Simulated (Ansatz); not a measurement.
# Is Ta-Ti-Ta stack of (111) layers a stable metal?, part 2 of 3

The plan: relax Ta-Ti-Ta stack of (111) layers, check its phonons, and, if the lattice is stable, compute its Eliashberg function and ρ(T).

Ansatz 0.2.0; DFT PBE, scalar-relativistic, plane waves, PAW.

So far: The starting structure; Relaxing cell and atoms.

## 3. Relaxing tightly for phonons

No force is left; the cell is relaxed once more with another smearing and tight thresholds.

input.yaml

```yaml
crystal:
  lattice:
    - [2.8681476439, 2.8329e-06, 0.0]
    - [-1.4340762753, 2.483887305, 0.0]
    - [0.0, 0.0, 33.3453454395]
  atoms:
    - { symbol: Ta, position: [0.0, 0.0, 0.164754001] }
    - { symbol: Ti, position: [0.3333333333, 0.6666666667, 0.2365048224] }
    - { symbol: Ta, position: [0.6666666667, 0.3333333333, 0.3082556437] }
  periodic: [true, true, false]
kpoints:
  mp_grid: { grid: [12, 12, 1] }
hamiltonian:
  xc: pbe
scf:
  occupations: { method: methfessel_paxton, width: 0.2 }
output:
  forces: true
  stress: true
  eigenvalues: true
  write_density: true
  write_potential: true
  elf: true
  volumetric_format: npy
relax:
  adjacent_minimum: "off"
  f_tol: 0.001
  max_steps: 60
  cell: { stress_2d_tol: 0.002 }
```

Started as:

```console
$ ansatz run input.yaml --threads 4 --pin off --max-ram 16384MiB --backend cpu --events-out ev --progress --plain --runs-dir out
```

Numbers of over 12 decimals in the logs are rounded to 6 here.

The program printed:

```text
[the first part of the log is left out]
  E_vxc        = -526.746988  (∫ρ·V_xc dr)
  E_paw        = -17840.109874  (= ΣΔE_a)
  E_vpaw       = -395.426654  (= ΣTr[D̂ρ^β])
  E_aug_tail   = 0.000433  (compensation charges beyond the density's cutoff)
  E_ewald      = 51560.057354
  E_smearing   = 0.005913  (= −TS)
  E_closure    = -0.000000  (closes the sum)
  Σ components = -22361.601764   (vs F -22361.601764, Δ=0.00e0)
[...]
--- 2D stress c σ (N/m, compression-positive) ---
        0.000395      -0.000000       0.000000
       -0.000000       0.000395       0.000000
        0.000000       0.000000       0.000000
  P = ½ c Tr σ = 0.0004 N/m
--- Band table (eV; the first three rows and the last of 19) ---
[...]
--- Relaxed structure (5 steps of the walk, 4 accepted, 1 SCFs on fresh bases) ---
[...]
cell:  # Å, volume = 237.7511 Å³
    - [2.869316, 2.8340462789501607e-6, 0]
    - [-1.434660, 2.484899, 0]
    - [0, 0, 33.3453454395]
  atoms:
    - { symbol: Ta, position: [0, 0, 0.164846] }
    - { symbol: Ti, position: [0.333333, 0.666667, 0.236505] }
    - { symbol: Ta, position: [0.666667, 0.333333, 0.308164] }
```

Elapsed: 16 s, on 4 threads of Arm Neoverse V1, shared host; peak memory 0.6 GiB.

Little changed from the start: no atom moved by 0.005 Å and no cell edge by 0.1 %.

Valence density in the ca plane at fractional y = 0.333, with atoms of Ta within 0.2 Å of it. It is the smooth field of the valence electrons, not physical close to the nuclei.

Ten steps, logarithmic in the rise over the least value, from '0' (0.0 e/Å³) to '9' (4.2 e/Å³), each cell a mean:
```
00000000001234454433344444689863210000000000
00000000001233444333333445799985210000000000
00000000001233444333333445899985210000000000
00000000001233444333333445799984210000000000
00000000001234555433344444578753210000000000
00000000001234676444455433455543210000000000
00000000001235676544566433444433210000000000
00000000001234666444455433455543210000000000
```
Columns run along c (16.0 Å, from fractional 0.00 to 0.48 of the cell), rows up along a (2.9 Å). Atoms in or near the plane, at fractional coordinates: Ta at (0.31, 0.67).

ELF in the ca plane at fractional y = 0.333, with atoms of Ta within 0.2 Å of it. It is the smooth field of the valence electrons, not physical close to the nuclei.

Ten even steps from '0' (0.00) to '9' (0.74), each cell a mean:
```
00000000124543332354212453379842221100000000
00000000135676555566435884685883111000000000
00000000135787766677557984771694111000000000
00000000135666544566434774697872111000000000
00000000124443332354212354367642221100000000
00000000123322454243232124333334442100000000
00000000123322565233243125543456653100000000
00000000123322453243222134333333442100000000
```
Columns run along c (16.0 Å, from fractional 0.00 to 0.48 of the cell), rows up along a (2.9 Å). Atoms in or near the plane, at fractional coordinates: Ta at (0.31, 0.67).

Electrostatic potential energy in the ca plane at fractional y = 0.333, with atoms of Ta within 0.2 Å of it. With pseudopotentials it is smooth inside the atoms' cores, unlike the true potential.

Ten even steps from '0' (-47 eV) to '9' (0 eV), each cell a mean:
```
99999999999998777899878888521257999999999999
99999999999999888999988987300026899999999999
99999999999999888999999987200016899999999999
99999999999998888999988987300026899999999999
99999999999988767888877888632358999999999999
99999999999987545788755788876789999999999999
99999999999986434788644689888889999999999999
99999999999987545788766788866678999999999999
```
Columns run along c (16.0 Å, from fractional 0.00 to 0.48 of the cell; values clipped at the 3rd and 97th percentile), rows up along a (2.9 Å). Atoms in or near the plane, at fractional coordinates: Ta at (0.31, 0.67).

## 4. Lattice stability: q 2×2×1, k 6×6×1

Before any scattering is computed, the phonons show whether the structure is a minimum.

input.yaml

```yaml
crystal:
  lattice:
    - [2.8693160015, 2.834e-06, 0.0]
    - [-1.4346604551, 2.4848991318, 0.0]
    - [0.0, 0.0, 33.3453454395]
  atoms:
    - { symbol: Ta, position: [0.0, 0.0, 0.1648459719] }
    - { symbol: Ti, position: [0.3333333333, 0.6666666667, 0.2365048224] }
    - { symbol: Ta, position: [0.6666666667, 0.3333333333, 0.3081636729] }
  periodic: [true, true, false]
kpoints:
  mp_grid: { grid: [6, 6, 1] }
hamiltonian:
  xc: pbe
scf:
  occupations: { method: methfessel_paxton, width: 0.2 }
output:
  eigenvalues: true
phonons:
  method: dfpt
  qmesh: [2, 2, 1]
  temperatures: { t_max: 1000, t_step: 50 }
  qpath:
    path:
      - [0.0, 0.0, 0.0]
      - [0.5, 0.0, 0.0]
      - [0.33333333, 0.33333333, 0.0]
      - [0.0, 0.0, 0.0]
    npoints: 10
```

The program printed:

```text
Warning: crystal.symmetry: narrowed to the stabiliser of the run's FFT grids — unitary ops 12 → 6. A phonons.method: dfpt run fills in the rows of the dynamical matrix that it does not solve by its symmetry operations, which is exact only for operations that map its FFT grids onto themselves: filled in by any other, the frequencies could depend on the order in which like atoms are typed, or, by more than the grids' own error, on where the crystal sits among the grids' points. Excluded: 6 operations. The run can therefore solve more perturbations, solve them on more k-points, or both, and cost more. [rest of the remark cut]
[...]
Crystal: 3 atoms, lattice volume = 237.751 Å³
Basis set: ecut = 420 eV, 4635 PW (Γ), exchange–correlation on 40×40×450 points (8 copies of the dense FFT grid, shifted against one another)
Bands: 23, of which v1, the nominal top of the filled ones, is band 19 counted from 1 (18 counted from 0)
Symmetry: 12 space group operations
k-points: 7 of 36 (irreducible under 6 space group operations, time reversal used)
[...]
SCF iter   1: F=—  HF=-22361.549717 eV  |F-HF|=—  |Δ(HF+E_count)|=         —  Δρ=5.22e-3  dr2=3.55e-1  ethr=1.77e-3  ⟨swp⟩=12.4  Hψ=2450  notcnv=0
automatic band count: the SCF goes on with 27 bands, as 23 were too few: they end inside the smearing window of the response
[...]
SCF iter   2: F=—  HF=-22361.540217 eV  |F-HF|=—  |Δ(HF+E_count)|=   9.50e-3  S|Δr|=    0.00e0  Δρ=3.10e-3  dr2=4.77e-2  ethr=9.35e-4  ⟨swp⟩=2.0  Hψ=274  notcnv=0  defer=1
[...]
SCF iter  13: F=-22361.537308 eV  HF=-22361.537308 eV  |F-HF|=6.55e-11  |Δ(HF+E_count)|=  4.95e-10  S|Δr|=    0.00e0  Δρ=1.50e-8  dr2=1.00e-12  ethr=1.00e-12  ⟨swp⟩=8.0  Hψ=1030  notcnv=0
SCF 1 converged in 13 iterations: F = -22361.537308 eV  dr2 = 1.00e-12
[...]
phonons: the bands overlap, so this run is a metal and interpolates without the dipole-dipole term. If the crystal is really an insulator or semiconductor, its LO-TO splitting is missing
NSCF: frozen V_eff on 7 k-points
WARN: eigensolver did not converge (k=3): 1 band(s) unlocked after 2 eigensolves, warm-restarted (20 sweeps on the last) at ethr=1.34e-12 eV (storage-precision floor; scheduled 1.00e-12 eV) (lowest unlocked band 26, counted from 0; max residual 1.19e-4 eV among the unlocked bands, 1.19e-4 eV over every band; other slots of this pass that fall short are told together in one closing line; warning suppressed until the next SCF loop or pass starts)
[...]
DFPT response loops at q = (0, 0, 0) (fractional): preconditioner auto → none (partly filled bands, converged f_vac=0.711); β = 0.50; Broyden in place of MSR1
[...]
SCF converged after 13 iterations
Stability not checked: this state was not tested for a lower state beside it, because cold or Methfessel-Paxton smearing, or corrected tetrahedra, fill the levels in a way that the test cannot read (fill_not_monotonic; see scf.lower_state_search)
Free energy (F): -22361.537308 eV
[...]
Internal energy: -22361.516917 eV  (E = F + TS)
E sigma→0 (E₀):  -22361.532210 eV
Entropy (-TS):   -0.020391 eV (-6.797 meV/atom)
Fermi energy:    -5.052967 eV
[...]
--- Band table (eV; the first three rows and the last of 7) ---
  k-point 0: bands = [... 15 lower, -5.8489, -5.2338, -4.8848, -4.5355, -4.4607, -4.4607, -4.1691, -4.1691, ... 4 higher]
  k-point 1: bands = [... 15 lower, -6.0069, -5.5831, -5.4763, -5.1474, -5.0978, -4.4786, -4.1086, -3.7252, ... 4 higher]
  k-point 2: bands = [... 15 lower, -7.0169, -6.5116, -5.6803, -4.9950, -4.7813, -4.4734, -3.8097, -2.5692, ... 4 higher]
  k-point 6: bands = [... 15 lower, -6.1658, -6.1658, -5.6580, -5.2768, -5.2768, -5.2447, -5.2074, -2.9249, ... 4 higher]
--- Phonons (Γ-DFPT): 6 representative perturbations + reference (Σ response iterations 38) ---
  ASR residual: 2.902e-5 → 0.000e0 eV/Å²; symmetrization residual: 2.348e-5 eV/Å²
  The last average, over the group as it would stand without the narrowing to the FFT grids, took up to 2.457e-6 eV/Å² of the zone centre's force constants
  ASR residual per site (eV/Å²): 2.43e-5 1.45e-5 2.90e-5
  Γ frequencies (cm⁻¹): -53.90 -53.90 0.00 0.00 0.00 5.38 5.38 84.00 228.89
--- Phonons (arbitrary-q DFPT): 2 irreducible q on the 2×2×1 mesh ---
  q = [0.0000, 0.0000, 0.0000] (star 1, of the zone-centre solve; hermiticity 3.95e-6, symmetrization 1.44e-6, taken by the last average 3.02e-7): -53.90 -53.90 -0.00 -0.00 0.00 5.38 5.38 84.00 228.89
  q = [0.0000, -0.5000, 0.0000] (star 3, 9 solved perturbations in 159 linear systems a pass and spin channel, the states on 20 of 36 k-point pairs; hermiticity 1.27e-5, symmetrization 6.99e-6, taken by the last average 4.74e-7): -104.70 -81.73 33.46 36.62 68.73 71.43 167.53 184.80 287.58
  sum rule: each row above includes the acoustic sum rule's correction from the zone centre's row sums; it moved no ω² by more than (0.29 cm⁻¹)²
  mesh force constants: q→R imaginary residual 2.55e-17; ASR residual 2.902e-5 → 0.000e0 eV/Å²; symmetrization residual 2.665e-15 eV/Å²
  interpolated dispersion: 31 rows × 9 modes
  density of states and harmonic sums: on the 26×26×1 q-mesh, interpolated from the force constants of a 2×2×1 supercell (no non-analytic term)
  largest difference from the sums on the solved wave vectors: F 1.00e-2 eV, S 4.14e-5 and C_V 2.23e-5 eV/K
  zero-point energy: 0.046228 eV/cell   skipped modes (ω ≤ 0): 180, of them read as no rigid motion or as one in doubt: 177 (2.488e0 modes/cell left out, lowest -104.70 cm⁻¹)   left out of the sums: 2.77e-1 of the cell's modes: C_V's classical limit lies that fraction below 3 k_B per atom; for a crystal, a wire or a layer, F and S can be off by more, and a phonons.interpolated_qmesh denser along its periods is the remedy for the sampling
```

Wall time 66 s (4 threads); peak memory 0.92 GiB; 4.2 min of CPU time.

This step gave:

```
share of imaginary modes in the plain interpolation between solved wavevectors : 0.2711
highest frequency, solved or plainly interpolated                              : 287.6 cm⁻¹
```

Solved on the 2×2×1 mesh alone; all other wavevectors are interpolated. Phonon branches along the path, in cm⁻¹:

```
  point  branch 1  branch 2  branch 3  branch 4  branch 5  branch 6  branch 7  branch 8  branch 9
      Γ       -54       -54         0         0         0         5         5        84       229
halfway       -89       -55       -37        35        47        75       122       204       208
      M      -105       -82        34        37        69        71       168       185       288
halfway       -96       -70        36        38        51        62       180       200       278
      K       -80       -44       -44        21        50        50       175       250       250
halfway       -94       -51         9        22        44        74       146       202       220
      Γ       -54       -54         0         0         0         5         5        84       229
```

The phonon branches as a text plot (rows in cm⁻¹):

```
    279 |               *************
    263 |             **             ****  *******
    247 |                               ***       **
    230 |*****      **                **   **              ******
    214 |     ******                **       **     *******
    198 |         ******          **           *******
    181 |               **************************    ***
    165 |       **      *******                   **
    149 |             **                            **   **
    132 |     **    **
    116 |         **                                  ***  **
    100 |   **  **                                       **
     83 |***  **  **                                         ****
     67 |   ******  ****************         ****************
     51 |         ****            ********************       ***
     34 | **  **************************     **   **  *****
     18 | ****        **             *  *****  **********  *****
      2 |*                                          **          *
    -15 | **                                 **       *****  ***
    -31 | ******  ****                ***  **            *******
    -47 |***********                  ***************************
    -64 |   ****    ****           ***                     *****
    -80 |       **      ***********   *******         *****
    -97 |         ********************       *********
         Γ                   M           K                      Γ
```

Lowest modes at the softest wavevector of the mesh. Modes at q = (0.500, 0.000, 0.000), with each element's share of the kinetic energy (negative means imaginary):

```
mode  frequency (cm⁻¹)  Ta %  Ti %
   1            -104.7    85    15
   2             -81.7   100     0
   3              33.5    92     8
   4              36.6    88    12
   5              68.7   100     0
   6              71.4   100     0
```

Displacements in mode 1 (-104.7 cm⁻¹), the largest set to 1, in the home cell:
```
Ta1  0.78  0.45  0.14
Ti2 -0.26 -0.15  1.00
Ta3  0.78  0.45  0.14
```

Displacements in mode 3 (33.5 cm⁻¹), the largest set to 1, in the home cell:
```
Ta1 -0.20 -0.12  1.00
Ti2  0.40  0.23  0.66
Ta3 -0.20 -0.12  1.00
```

Among the solved wavevectors the lowest mode, translations apart, is -105 cm⁻¹, imaginary.

(Part 2 of 3 ends here.)

[Logs are printed without paths, hosts, clocks, repeated set-up lines and the standing remarks that a program may print on its own settings, such as how far it seeks lower states.]

[Hosts, paths, dates, database ids (printed as entryN), source tags and the programs' standing remarks are cut or masked in the printed files.]
